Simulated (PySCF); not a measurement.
Species: norbornadiene, C7H8.
InChI=1S/C7H8/c1-2-7-4-3-6(1)5-7/h1-4,6-7H,5H2/t6-,7+

Level of theory: TDDFT CAM-B3LYP/def2-SVPD, vertical, gas phase, core orbitals frozen in the response in PySCF 2.14.0, density-fitted response routines. Isolated species at its PBE0-D3(BJ)/def2-SVP geometry, gas phase.

Each state is given a Gaussian of 0.3 eV full width at half maximum, with ε(max) = 2.175×10⁸ f / Δν̃ (Δν̃ the width in cm⁻¹). The width is an assumption, not a result. The curve ends short of the highest state used, and states not computed would add to its high-energy end.

λ (nm), ε (L mol⁻¹ cm⁻¹) and a bar:
```
    174.3      19162 ##############################
    178.0      13190 #####################
    181.8       2569 ####
    185.5        905 #
    189.3       1481 ##
    193.0       1098 ##
    196.8        905 #
    200.5       1884 ###
    204.3       2356 ####
    208.0       1405 ##
    211.7        432 #
    215.5         69 
    219.2          7 
    223.0          0 
    226.7          0 
    230.5          0 
    234.2          0 
    238.0          0 
    241.7          0 
    245.5          0 
    249.2          0 
    252.9          0 
    256.7          0 
    260.4          0
```

Question: Locate the maxima and give the states behind the curve.

Answer: 203 nm (6.09 eV), ε about 2400, made up of S2 (100%); 190 nm (6.53 eV), ε about 1500, made up of S3 (99%); 175 nm (7.08 eV), ε about 20000, made up of S4 (83%) and S5 (17%) (ε in L mol⁻¹ cm⁻¹; maxima over ε = 5, shares over 10%). The states used: S1 5.21 eV (f 0.0000); S2 6.09 eV (f 0.027); S3 6.53 eV (f 0.017); S4 7.08 eV (f 0.182); S5 7.08 eV (f 0.038); S6 7.20 eV (f 0.0000); S7 7.44 eV (f 0.0000); S8 7.54 eV (f 0.0009); S9 7.61 eV (f 0.020); S10 7.71 eV (f 0.0072).

Question: What would ε be at 7.08 eV, the highest of these maxima, with half the width (0.15 eV)?

Answer: About 39600 L mol⁻¹ cm⁻¹ against 19800, a factor of about 2.00; a lone state at its own centre would give exactly 2.

Question: Coming from long wavelengths, where does ε first pass 100 L mol⁻¹ cm⁻¹?

Answer: At about 215 nm (5.77 eV), 0.56 eV above S1.

Question: On this curve, what absorbance would a 10⁻⁴ mol/L sample give at 193 nm over a 1 cm path?

Answer: 193 nm is 6.424 eV, where ε is about 1100 L mol⁻¹ cm⁻¹, so A = ε c l ≈ 0.11 (Beer–Lambert, with the gas-phase spectrum and the assumed width).

All these states lie below the vertical ionisation energy of 8.60 eV (ΔSCF).
